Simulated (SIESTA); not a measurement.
Crystal: TePb.

```
CELL_PARAMETERS angstrom
0.00000 3.23100 3.23100
3.23100 0.00000 3.23100
3.23100 3.23100 0.00000
ATOMIC_POSITIONS crystal
Pb 0.00000 0.00000 0.00000
Te 0.50000 0.50000 0.50000
```

Base run:

```yaml
Program: SIESTA 5.4.2
Functional: LDA
Potentials_or_basis: PseudoDojo 0.4 standard (LDA files)
Basis: DZP (energy shift 0.003 Ry; two zetas on semicore shells)
Grid_cutoff: 500 Ry
Energy_shift: 0.003 Ry
k_mesh: 7 × 7 × 7
Occupations: fermi-dirac, width 0.05 eV
Spin: no spin polarisation
```

Its results: pressure -1.3 GPa.

Q: After a change of settings the same cell gave: pressure 5.5 GPa. Which change was it?
A. functional from LDA to BLYP; potentials or basis from PseudoDojo 0.4 standard (LDA files) to PseudoDojo 0.4 standard (PBE files)
B. functional from LDA to AM05; potentials or basis from PseudoDojo 0.4 standard (LDA files) to PseudoDojo 0.4 standard (PBEsol files)
C. functional from LDA to PBE; potentials or basis from PseudoDojo 0.4 standard (LDA files) to SG15 1.2 (PBE files) or PseudoDojo by element

A: A.

Caveats: the basis of atomic orbitals isn't converged, which shifts pressures, moduli and gaps; the potentials were made for another functional, which shifts forces and pressure (some runs).

Not every run made on this cell is shown here.
